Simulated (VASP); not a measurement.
Wanted: the native input for a VASP 6.6.1 run.

```
Task                   : relaxation of cell and atoms
Functional             : r2SCAN
Dispersion             : D3(BJ)
Potentials or basis    : VASP PAW PBE potentials, release 64 (Mg)
Cutoff                 : 600 eV
k mesh                 : 10 × 10 × 10
Occupations            : methfessel-paxton, width 0.1 eV
Spin                   : no spin polarisation
Further INCAR settings : ALGO = Normal; EDIFF = 1e-06; IBRION = 2; EDIFFG = -0.02; NSW = 40; ISIF = 3
```

The structure of Mg lies in POSCAR:

```
Mg
1.0
    0.0000000000      2.2442560000      2.2442560000
    2.2442560000      0.0000000000      2.2442560000
    2.2442560000      2.2442560000      0.0000000000
Mg
1
Direct
    0.0000000000      0.0000000000      0.0000000000
```

This isn't the form of Mg at room conditions, which is hcp.

The input as run:

INCAR

```
SYSTEM = Mg
ALGO = Normal
EDIFF = 1E-6
EDIFFG = -0.02
ENCUT = 600
IBRION = 2
ISIF = 3
ISMEAR = 1
IVDW = 12
LASPH = .TRUE.
LCHARG = .FALSE.
LMIXTAU = .TRUE.
LREAL = .FALSE.
LWAVE = .FALSE.
METAGGA = R2SCAN
NELM = 100
NSW = 40
PREC = Accurate
SIGMA = 0.1
VDW_A1 = 0.49484001
VDW_A2 = 5.73083694
VDW_S6 = 1.0
VDW_S8 = 0.78981345
```

KPOINTS

```
k-points
0
G
  10 10 10
  0 0 0
```

Potentials or basis: VASP PAW PBE potentials, release 64 (Mg).

The run is started by

```console
$ cat potpaw_PBE.64/Mg/POTCAR > POTCAR
$ mpirun -np 1 vasp_std > vasp.out
```

Results of the run:

The relaxed volume is 22.03 Å³/atom and the relaxed cell is a = 3.147 Å, b = 3.147 Å, c = 3.147 Å, α = 60.00°, β = 60.00°, γ = 60.00°. The space group after relaxing (to 0.05 Å) is Fm-3m (No. 225), the energy gained by relaxing is 2.0 meV/atom and the ionic steps are 3. The pressure after relaxing is 0.0 GPa. The band gap on the k mesh is none (metal or under the smearing width) and the dispersion energy per atom is -0.140 eV.

Caveat: the PAW data sets were made with another functional, which shifts forces and pressure a little; pairwise dispersion overbinds metals, which lowers pressure and volume.

Run time: 52 s on 1 thread of Intel(R) Xeon(R) Platinum 8488C (Sapphire Rapids) (shared host), peak memory 0.17 GiB.
